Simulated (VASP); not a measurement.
Here is a VASP 6.6.1 calculation.

Contents of INCAR:

```
SYSTEM = BeTe
  PREC = Accurate
  ENCUT = 520
  EDIFF = 1E-6
  ISMEAR = 0
  SIGMA = 0.017
  LREAL = .FALSE.
  LASPH = .TRUE.
  NELM = 100
  ALGO = Normal
  ISIF = 2
  LWAVE = .FALSE.
  LCHARG = .FALSE.
  GGA = PE
```

Contents of KPOINTS:

```
regular mesh
0
G
  8 8 8
  0 0 0
```

The input POSCAR:

```
BeTe
1.0
    0.0000000000      2.7700000000      2.7700000000
    2.7700000000      0.0000000000      2.7700000000
    2.7700000000      2.7700000000      0.0000000000
Te Be
1 1
Direct
    0.7500000000      0.7500000000      0.7500000000
    0.0000000000      0.0000000000      0.0000000000
```

Potentials or basis: VASP PAW PBE potentials, release 64 (Te, Be).

The run is started by

```sh
$ cat potpaw_PBE.64/Te/POTCAR potpaw_PBE.64/Be/POTCAR > POTCAR
$ mpirun -np 1 vasp_std > vasp.out
```

(1) Estimate the band gap on the k mesh.

(2) Predict the pressure.

Results:

(1) 1.85 eV, indirect (least direct gap 3.56 eV).

(2) 4.5 GPa.

Caveat: spin-orbit coupling is left out, which moves the levels of the heavy elements.
